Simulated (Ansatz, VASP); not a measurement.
WSe2: VASP beside Ansatz

```
W Se
1.0
    -3.27115    0.00000    0.00000
    -1.63558   -2.83290    0.00000
     0.00000    0.00000   13.47067
W Se
2 4
Direct
  0.33333 0.33333 0.73608
  0.66667 0.66667 0.24536
  0.33333 0.33333 0.12110
  0.66667 0.66667 0.61182
  0.33333 0.33333 0.36962
  0.66667 0.66667 0.86034
```

Alike in both runs: task single point; functional PBEsol; k mesh 9 × 9 × 2; occupations gaussian, width 0.05 eV; no spin polarisation.

|  | VASP | Ansatz |
| --- | --- | --- |
| version | VASP 6.6.1 | Ansatz 0.2.0 |
| potentials or method | VASP PAW PBE potentials, release 64 (W_sv, Se) | scalar-relativistic, plane waves, PAW |
| plane-wave cutoff (eV) | 520 | 420 |
| valence electrons in the cell | 52 | 92 |

|  | VASP | Ansatz | Ansatz less VASP |
| --- | --- | --- | --- |
| gap on the k mesh at the Fermi level (eV) | 1.21 | 1.22 | +0.004 |
| least direct gap on the mesh (eV) | 1.61 | 1.61 | +0.004 |
| pressure (GPa) | 0.3 | -0.1 | -0.41 |
| largest component of the traceless stress (GPa) | 0.00 | 0.10 | +0.094 |
| rms of the force components (eV/Å) | 0.036 | 0.009 | -0.0265 |

Atom by atom the forces differ by 0.029 eV/Å (rms over components). With one functional, cell and mesh, what is left measures potentials, basis and numerics. The two sets of potentials don't hold the same shells in valence.

Caveats: the PAW data sets were made with another functional, which shifts forces and pressure a little (VASP); spin-orbit coupling is left out, which moves the levels of the heavy elements; an odd mesh through Γ misses points on the zone boundary, where band edges often lie; this functional lacks dispersion, which binds the layers, so the pressure and a relaxed spacing across them are unreliable.
